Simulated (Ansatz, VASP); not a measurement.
## NaCl in VASP and in Ansatz

```xyz
2
Lattice="3.5022 0.0000 0.1970 0.0000 3.5022 0.0000 0.1970 0.0000 3.5022" Properties=species:S:1:pos:R:3 pbc="T T T"
Na    0.0000    0.0000    0.0000
Cl    1.8496    1.7511    1.8496
```

Change from the starting cell: strain +0.1125 x Voigt [0, 0, 0, 0, 1, 0], atoms carried along.

Alike in both runs: task single point; functional PBEsol; k mesh 6 × 6 × 6; occupations gaussian, width 0.05 eV; no spin polarisation.

|  | VASP | Ansatz |
| --- | --- | --- |
| version | VASP 6.6.1 | Ansatz 0.2.0 |
| potentials or method | VASP PAW PBE potentials, release 64 (Na_pv, Cl) | scalar-relativistic, plane waves, PAW |
| plane-wave cutoff (eV) | 520 | 420 |
| valence electrons in the cell | 14 | 16 |

Ansatz gave:

- gap on the k mesh at the Fermi level (eV): 3.90
- least direct gap on the mesh (eV): 4.22
- pressure (GPa): -0.9
- largest component of the traceless stress (GPa): 0.22

Which values does VASP return?

gap on the k mesh at the Fermi level (eV): 3.90; least direct gap on the mesh (eV): 4.22; pressure (GPa): -0.9; largest component of the traceless stress (GPa): 0.20.

With one functional, cell and mesh, what is left measures potentials, basis and numerics. The two sets of potentials don't hold the same shells in valence.

Caveats: the PAW data sets were made with another functional, which shifts forces and pressure a little (VASP). A k mesh can miss the band edges.
